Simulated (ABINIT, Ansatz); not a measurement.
## How the form of the self-energy moves the gap of CaSe (Fm-3m)

Aim: compare treatments of exchange, screening and correlation for the gap of CaSe (Fm-3m).

Program: ABINIT 10.8.3. Level of theory: LDA and many-body steps on it, plane waves. Results are calculated unless marked as measured.

The database entry behind the starting cell differs from later determinations by our own check (0.1 to 0.3 % short, probably kX units), so it need not match the best structure at ambient conditions.

**1. Set-up**

Symmetry: Fm-3m, No. 225, cubic system. Conventional cell: a = 5.912 Å, b = 5.912 Å, c = 5.912 Å, α = 90.00°, β = 90.00°, γ = 90.00°. Ca has 6 Se at 2.96 Å nearest. Nearest to Se lie 6 Ca at 2.96 Å. Farther neighbours and most contacts between anions are not listed.

The cell and positions come from the Crystallography Open Database and are kept as given unless a step says otherwise.

**2. Empty states on the mesh, 4×4×4 mesh, 187 bands**

This step: ABINIT 10.8.3; DFT, LDA, plane waves, norm-conserving pseudopotentials.

The sums over transitions need many empty states on a uniform mesh; this step solves for them.

File run.abi:

```
acell 3*1.0 Angstrom
rprim 
  -0.000000000000 2.956000000000 2.956000000000
  2.956000000000 -0.000000000000 2.956000000000
  2.956000000000 2.956000000000 -0.000000000000
ntypat 2
znucl 20 34
natom 2
typat 1 2
xred 
  0.000000000000 0.000000000000 0.000000000000
  0.500000000000 0.500000000000 0.500000000000
pp_dirpath "pseudos"
pseudos "Ca.upf, Se.upf"
ecut 48
ngkpt 4 4 4
nshiftk 1
shiftk 0 0 0
kptopt 1
chksymbreak 0
iscf -2
irdden 1
istwfk *1
nband 187
nbdbuf 16
tolwfr 1e-09
nstep 60
prtvol 0
indata_prefix "in"
outdata_prefix "out"
tmpdata_prefix "tmp"
```

Started as:

```bash
> OMP_NUM_THREADS=1 mpirun -n 4 abinit run.abi > log
```

Numbers of over 12 decimals in the logs are rounded to 6 here.

The log of the run:

```text
.Version 10.8.3 of ABINIT. v10.8.2 released Aug 2026.

 Symmetries : space group Fm -3 m (#225); Bravais cF (face-center cubic)
[... echo of the input left out ...]
== DATASET  1 ==================================================================
-   mpi_nproc: 4, omp_nthreads: 1 (-1 if OMP is not activated)

--- !DatasetInfo
iteration_state: {dtset: 1, }
dimensions: {natom: 2, nkpt: 8, mband: 187, nsppol: 1, nspinor: 1, nspden: 1, mpw: 5577, }
cutoff_energies: {ecut:  48.0, pawecutdg:  -1.0, }
[...]
4.09238    4.09238    4.09238    4.20734    4.20734    4.25523    4.25523    4.25947
   4.25947    4.25947    4.26679    4.27565    4.27565    4.27565    4.38182    4.57312
   4.57353    4.57641    4.65490
 prteigrs : prtvol=0 or 1, do not print more k-points.

== END DATASET(S) ==============================================================
================================================================================

 -outvars: echo values of variables after computation  --------
            nband         187
             nkpt           8
          spgroup         225
 [... the other variables as echoed above ...]

 Calculation completed.
```

It took 89 s on 4 MPI ranks of Arm Neoverse V1, shared host; peak memory 0.45 GiB; 5.9 min of CPU time.

This step gave:

* gap: 1.874 eV
* k of the valence top: 0, 0, 0
* k of the conduction bottom: 0.5, 0.5, 0
* least direct gap: 2.817 eV
* k points computed: 8
* lowest point of the top converged band, above the valence top: 106.8624 eV

On this mesh the gap is 1.874 eV.

The density comes from a self-consistent run that is not shown.

**3. Screening, 4×4×4 mesh, 79 bands, screening to 141.5 eV**

The RPA dielectric matrix is built and inverted for each q.

This step: RPA screening on LDA, plane waves, norm-conserving pseudopotentials.

run.abi: that of step 2 with these lines changed.

```diff
@@ -20,10 +20,11 @@
 chksymbreak 0
-iscf -2
-irdden 1
 istwfk *1
-nband 187
-nbdbuf 16
-tolwfr 1e-09
-nstep 60
-prtvol 0
+occopt 1
+irdwfk 1
+optdriver 3
+nband 79
+ecuteps 5.2
+inclvkb 2
+awtr 1
+symchi 1
 indata_prefix "in"
```

The log of the run:

```text
.Version 10.8.3 of ABINIT. v10.8.2 released Aug 2026.

 Symmetries : space group Fm -3 m (#225); Bravais cF (face-center cubic)
[... echo of the input left out ...]
== DATASET  1 ==================================================================
-   mpi_nproc: 4, omp_nthreads: 1 (-1 if OMP is not activated)

--- !DatasetInfo
iteration_state: {dtset: 1, }
dimensions: {natom: 2, nkpt: 8, mband: 79, nsppol: 1, nspinor: 1, nspden: 1, mpw: 5577, }
cutoff_energies: {ecut:  48.0, pawecutdg:  -1.0, }
electrons: {nelect:   3.40000000E+01, charge:   0.00000000E+00, occopt:   1.00000000E+00, tsmear:   1.00000000E-02, }

 SCREENING: Calculation of the susceptibility and dielectric matrices

 Based on a program developped by R.W. Godby, V. Olevano, G. Onida, and L. Reining.
 Incorporated in ABINIT by V. Olevano, G.-M. Rignanese, and M. Torrent.
.Using double precision arithmetic ; gwpc =  8

[... cell and pseudopotentials left out ...]
--------------------------------------------------------------------------------

 ==== K-mesh for the wavefunctions ====
 Number of points in the irreducible wedge :     8
[... list of points left out ...]
 Together with 48 symmetry operations and time-reversal symmetry
 yields    64 points in the full Brillouin Zone.

 ==== Q-mesh for the screening function ====
 Number of points in the irreducible wedge :     8
[... list of points left out ...]
 Together with 48 symmetry operations and time-reversal symmetry
 yields    64 points in the full Brillouin Zone.

 setmesh: FFT mesh size selected  =    36x   36x   36
          total number of points  =        46656

 vcoul_init : cutoff-mode = AUXILIARY_FUNCTION
 q-points for optical limit:   1
     1)      0.000010    0.000020    0.000030

- screening: taking advantage of time-reversal symmetry
- Maximum band index for partially occupied states nbvw = 17
- Remaining bands to be divided among processors   nbcw = 62
- Number of bands treated by each node ~15

 Number of electrons calculated from density =   34.0000; Expected =   34.0000
 average of density, n =  0.097530
 r_s =    1.3477
 omega_plasma =   30.1249 [eV]

 calculating chi0 at frequencies [eV] :
  1    0.000000E+00    0.000000E+00
  2    0.000000E+00    3.012487E+01

--------------------------------------------------------------------------------
  q-point number  1        q = ( 0.000000, 0.000000, 0.000000) [r.l.u.]
--------------------------------------------------------------------------------
[... chi0 elements left out ...]
 For q-point:  0.000010 0.000020 0.000030
  dielectric constant =   6.2736
  dielectric constant without local fields =   7.2961

  Average fulfillment of the sum rule on Im[epsilon] for q-point    1 :     37.39  [%]
[... wings left out ...]
  q-point number  2        q = ( 0.250000, 0.000000, 0.000000) [r.l.u.]
--------------------------------------------------------------------------------
[... chi0 elements left out ...]
  Average fulfillment of the sum rule on Im[epsilon] for q-point    2 :     43.71  [%]

 [... 6 further q-points ...]
```

Wall time 46 s (4 MPI ranks); peak memory 1.3 GiB; 3.1 min of CPU time.

This step gave:

| Quantity | Value |
| --- | --- |
| ε∞ with local fields, on this mesh, along the program's q direction | 6.274 |
| the same without local fields | 7.296 |
| plasma frequency | 30.12 eV |
| plane waves in the screening matrix | 181 |

Local fields lower ε∞ by 14 %. On a Γ-centred mesh this coarse the value itself is usually too large, while a short band sum pulls it down.

**4. G0W0, Godby-Needs plasmon pole**

The self-energy is evaluated for the states that the input lists, and the levels follow from it, in one-shot runs by the linearised quasiparticle equation.

This step: G0W0 on LDA, plane waves, norm-conserving pseudopotentials.

run.abi: that of step 3 with these lines changed.

```diff
@@ -23,8 +23,17 @@
 irdwfk 1
-optdriver 3
+optdriver 4
 nband 79
+gwcalctyp 0
+ecutsigx 48
+symsigma 1
+nkptgw 2
+kptgw 
+  0.0000000000 0.0000000000 0.0000000000
+  0.5000000000 0.5000000000 0.0000000000
+bdgw 
+  15 21
+  16 19
 ecuteps 5.2
-inclvkb 2
-awtr 1
-symchi 1
+irdscr 1
+ppmodel 1
 indata_prefix "in"
```

The log of the run:

```text
.Version 10.8.3 of ABINIT. v10.8.2 released Aug 2026.

 Symmetries : space group Fm -3 m (#225); Bravais cF (face-center cubic)
[... echo of the input left out ...]
== DATASET  1 ==================================================================
-   mpi_nproc: 4, omp_nthreads: 1 (-1 if OMP is not activated)

--- !DatasetInfo
iteration_state: {dtset: 1, }
dimensions: {natom: 2, nkpt: 8, mband: 79, nsppol: 1, nspinor: 1, nspden: 1, mpw: 5577, }
cutoff_energies: {ecut:  48.0, pawecutdg:  -1.0, }
electrons: {nelect:   3.40000000E+01, charge:   0.00000000E+00, occopt:   1.00000000E+00, tsmear:   1.00000000E-02, }

 SIGMA: Calculation of the GW corrections

 Based on a program developped by R.W. Godby, V. Olevano, G. Onida, and L. Reining.
 Incorporated in ABINIT by V. Olevano, G.-M. Rignanese, and M. Torrent.
.Using double precision arithmetic ; gwpc =  8

[... cell and pseudopotentials left out ...]
--------------------------------------------------------------------------------

 ==== K-mesh for the wavefunctions ====
 Number of points in the irreducible wedge :     8
[... list of points left out ...]
 Together with 48 symmetry operations and time-reversal symmetry
 yields    64 points in the full Brillouin Zone.

 ==== Q-mesh for screening function ====
 Number of points in the irreducible wedge :     8
[... list of points left out ...]
 Together with 48 symmetry operations and time-reversal symmetry
 yields    64 points in the full Brillouin Zone.

 vcoul_init : cutoff-mode = AUXILIARY_FUNCTION
 q-points for optical limit:   1
     1)      0.000010    0.000020    0.000030
 setmesh: FFT mesh size selected  =    50x   50x   50
          total number of points  =       125000

 Number of electrons calculated from density =   34.0000; Expected =   34.0000
 average of density, n =  0.097530
 r_s =    1.3477
 omega_plasma =   30.1249 [eV]

 === KS Band Gaps ===
  >>>> For spin  1
   Minimum direct gap =   2.8166 [eV], located at k-point      :   0.5000  0.5000  0.0000
   Fundamental gap    =   1.8738 [eV], Top of valence bands at :   0.0000  0.0000  0.0000
                                       Bottom of conduction at :   0.5000  0.5000  0.0000
 SIGMA fundamental parameters:
 PLASMON POLE MODEL  1
 number of plane-waves for SigmaX                 5577
 number of plane-waves for SigmaC and W            181
 number of plane-waves for wavefunctions          5577
 number of bands                                    79
 number of independent spin polarizations            1
 number of spinorial components                      1
 number of k-points in IBZ                           8
 number of q-points in IBZ                           8
 number of symmetry operations                      48
 number of k-points in BZ                           64
 number of q-points in BZ                           64
 number of frequencies for dSigma/dE                 9
 frequency step for dSigma/dE [eV]                0.25
 number of omega for Sigma on real axis              0
 max omega for Sigma on real axis  [eV]           0.00
 zcut for avoiding poles [eV]                     0.10

 EPSILON^-1 parameters (SCR file):
 dimension of the eps^-1 matrix on file            181
 dimension of the eps^-1 matrix used               181
 number of plane-waves for wavefunctions          5577
 number of bands                                    79
 number of q-points in IBZ                           8
 number of frequencies                               2
 number of real frequencies                          1
 number of imag frequencies                          1

 matrix elements of self-energy operator (all in [eV])

 Perturbative Calculation

--- !SelfEnergy_ee
iteration_state: {dtset: 1, }
kpoint     : [   0.000,    0.000,    0.000, ]
spin       : 1
KS_gap     :    3.093
QP_gap     :    4.250
Delta_QP_KS:    1.157
data: !SigmaeeData |
     Band     E0 <VxcDFT>   SigX SigC(E0)      Z dSigC/dE  Sig(E)    E-E0       E
       15   4.497 -14.498 -16.679   1.783   0.802  -0.247 -14.818  -0.320   4.177
       16   4.497 -14.498 -16.679   1.783   0.802  -0.247 -14.818  -0.320   4.177
       17   4.497 -14.498 -16.679   1.783   0.802  -0.247 -14.818  -0.320   4.177
       18   7.590 -11.006  -6.321  -3.669   0.824  -0.214 -10.169   0.837   8.427
       19   8.050 -12.301  -6.145  -4.269   0.810  -0.234 -10.772   1.529   9.579
       20   8.050 -12.301  -6.145  -4.269   0.810  -0.234 -10.772   1.529   9.579
       21   8.050 -12.301  -6.145  -4.269   0.810  -0.234 -10.772   1.529   9.579

--- !SelfEnergy_ee
iteration_state: {dtset: 1, }
kpoint     : [   0.500,    0.500,    0.000, ]
spin       : 1
KS_gap     :    2.817
QP_gap     :    4.361
Delta_QP_KS:    1.545
data: !SigmaeeData |
     Band     E0 <VxcDFT>   SigX SigC(E0)      Z dSigC/dE  Sig(E)    E-E0       E
       16   3.554 -13.651 -16.273   1.994   0.798  -0.253 -14.152  -0.501   3.053
       17   3.554 -13.651 -16.273   1.994   0.798  -0.253 -14.152  -0.501   3.053
       18   6.371 -10.383  -5.401  -3.709   0.820  -0.220  -9.339   1.044   7.415
       19   9.344 -10.420  -5.362  -4.016   0.821  -0.218  -9.564   0.855  10.199

== END DATASET(S) ==============================================================
================================================================================

 -outvars: echo values of variables after computation  --------
           etotal      0.0000000000E+00
            nband          79
             nkpt           8
          spgroup         225
 [... the other variables as echoed above ...]

 Calculation completed.
```

Elapsed: 8.8 s, on 4 MPI ranks; peak memory 1.1 GiB; 35 s of CPU time.

This step gave:

```
G0W0 gap on the points computed              : 3.238 eV
starting gap on the mesh                     : 1.874 eV
k of the valence top                         : 0, 0, 0
k of the conduction bottom                   : 0.5, 0.5, 0
Z at the valence top                         : 0.802
Z at the conduction bottom                   : 0.82
least direct G0W0 gap on the computed points : 4.25 eV
```

The gap on the mesh goes from 1.87 eV to 3.24 eV, a correction of +1.36 eV.

[end of part 1 of 2]

[Paths, hosts, dates, memory and timing lines, banners, echoed tables and standing remarks are left out of the program output.]

[Logs are printed without paths, hosts, clocks, repeated set-up lines and the standing remarks that a program may print on its own settings, such as how far it seeks lower states.]

[Runs of the session that timed out or met a known fault of the program may be left out.]

[Hosts, paths, dates, database ids (printed as entryN), source tags and the programs' standing remarks are cut or masked in the printed files.]

[G0W0 gaps are taken among the corrected bands and points alone; a level outside them can change the order at an edge.]

[Where Ansatz stands beside ABINIT at settings called matched, ABINIT's density can come from a denser mesh and the files from another edition; pairs whose starting gaps differed by over 0.03 eV were left out, so agreement reads better than it is.]
